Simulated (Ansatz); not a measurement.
## HfC in Ansatz: the effect of Hubbard term

HfC:

```xyz
2
Lattice="0.0000 2.3250 2.3250 2.3250 0.0000 2.3250 2.3250 2.3250 0.0000" Properties=species:S:1:pos:R:3 pbc="T T T"
Hf    2.3250    2.3250    2.3250
C     0.0000    0.0000    0.0000
```

Alike in all runs:

- Program: Ansatz 0.2.0
- Task: density of states
- Functional: PBEsol
- Potentials or basis: all-electron LAPW, scalar-relativistic
- Cutoff: 302 eV (chosen from the basis error)
- Basis error allowed: 0.001 eV/atom
- k mesh: 10 × 10 × 10
- Occupations: fermi-dirac, width 0.05 eV
- Spin: no spin polarisation

```csv
Hubbard term,pressure (GPa)
none,?
Hf d U = 2 eV,-3.2
Hf d U = 4 eV,0.4
Hf d U = 6 eV,4.7
Hf d U = 8 eV,9.8
```

What does the run with Hubbard term none give?

Pressure -6.5 GPa.

Worked out: A parabola through the other rows of the pressure, of slope 1.23 GPa per eV there, extrapolates to -6.0 GPa, against the run's -6.5.

Caveats: U is the effective U less J, on atomic orbitals that reach past the spheres (some runs); U without spin polarisation on a metal has little footing (some runs); the U is typed as a test and isn't derived for this compound (some runs).
